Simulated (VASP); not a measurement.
PtS2 under changes of volume

One of the cells (19.729 Å³/atom); the others are scaled copies at fixed shape and fractional positions:

```
Pt S
1.0
     1.78350    1.02970    5.37154
    -1.78350    1.02970    5.37154
     0.00000   -2.05941    5.37154
Pt S
1 2
Direct
  0.00000 0.00000 0.00000
  0.74385 0.74385 0.74385
  0.25615 0.25615 0.25615
```

The cell was built by a generator and needn't be a form met in nature.

```yaml
Program: VASP 6.6.1
Functional: PBE
Potentials_or_basis: VASP PAW PBE potentials, release 64 (Pt, S)
Cutoff: 520 eV
k_mesh: 9 × 9 × 9
Occupations: fermi-dirac, width 0.05 eV
Spin: no spin polarisation
```

```tsv
volume (Å³/atom)	energy over the lowest point (meV/atom)	pressure (GPa)	gap on the mesh (eV)	largest force (eV/Å)
18.182	?	?	?	?
18.569	33.07	9.2	0.87	0.501
18.956	14.81	5.9	0.87	0.207
19.729	0.00	0.3	0.88	0.309
20.116	1.91	-2.0	0.89	0.535
20.503	9.12	-4.1	0.89	0.742
```

Task: What does the run at 18.182 Å³/atom give?

Result: Energy over the lowest point 59.74 meV/atom; pressure 12.9 GPa; gap on the mesh 0.86 eV; largest force 0.822 eV/Å.

Worked out: A Birch-Murnaghan fit of order 3 (a polynomial in V^(-2/3)) to the other rows has its minimum at 19.79 Å³/atom with B0 = V·E''(V) = 124 GPa and B' = 4.9 at fixed shape and positions, which overstates the stiffness. It gives 59.77 meV/atom at 18.182 Å³/atom, against the run's 59.74, and -dE/dV = 12.9 GPa, against 12.9. A straight line through the other rows of the gap, of slope 0.234 eV per unit of ln V, extrapolates to 0.86 eV, against the run's 0.86.

Energies are extrapolated to zero smearing.

Caveats: spin-orbit coupling is left out, which moves the levels of the heavy elements; an odd mesh through Γ misses points on the zone boundary, where band edges often lie.
